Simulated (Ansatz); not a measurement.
# FeGe (rocksalt type): the cost of one run

Computed with Ansatz 0.2.0 (DFT PBE, with the methods named in each step, unless a step's input says otherwise).

2 further runs of the same task are left out: 1 that didn't finish, 1 set aside as unsound or not needed.

## Step 1: The starting structure

The structure is cubic, space group Fm-3m (No. 225). Conventional cell: a = 4.943 Å, b = 4.943 Å, c = 4.943 Å, α = 90.00°, β = 90.00°, γ = 90.00°. Fe (site symmetry m-3m) has 6 Ge at 2.47 Å as nearest neighbours. Ge (site symmetry m-3m) is surrounded by 6 Fe at 2.47 Å.

Coordinates:

```
Fe Ge
1.0
     0.00000    2.47131    2.47131
     2.47131    0.00000    2.47131
     2.47131    2.47131    0.00000
Fe Ge
1 1
Cartesian
  0.0000 0.0000 0.0000
  2.4713 2.4713 2.4713
```

Whether this phase is the stable one at these pressures isn't tested.

Atoms are numbered in the order of the input: Fe1, Ge2.

## Step 2: The reference volume, LAPW

input.yaml reads:

```yaml
crystal:
  lattice:
    - [0.0, 2.4713129965, 2.4713129965]
    - [2.4713129965, 0.0, 2.4713129965]
    - [2.4713129965, 2.4713129965, 0.0]
  atoms:
    - { symbol: Fe, position: [0.0, 0.0, 0.0], spin: 2.5 }
    - { symbol: Ge, position: [0.5, 0.5, 0.5] }
magnetization:
  spin_polarized: true
kpoints:
  mp_grid: { grid: [14, 14, 14] }
  band_path:
    path:
      - [0.0, 0.0, 0.0]
      - [0.5, 0.0, 0.5]
      - [0.625, 0.25, 0.625]
      - [0.375, 0.375, 0.75]
      - [0.0, 0.0, 0.0]
      - [0.5, 0.5, 0.5]
      - [0.5, 0.25, 0.75]
      - [0.5, 0.0, 0.5]
    npoints: 14
scf:
  occupations: { method: fermi_dirac, width: 0.08 }
hamiltonian:
  xc: pbe
  pseudopotentials: { kind: all_electron, lapw: { basis_error: 0.001 } }
output:
  forces: true
  stress: true
  eigenvalues: true
  populations: true
  dos: { projected: true, de: 0.2, e_range: [-14, 8] }
```

Launch:

```
> ansatz run input.yaml --threads 1 --pin off --max-ram 3072MiB --backend cpu --events-out ev --progress --plain --runs-dir out
```

**Question.** How long does this run take on 1 thread of Arm Neoverse V1, shared host, and how much memory does it need?

About 85 s, with a peak of 0.69 GiB.
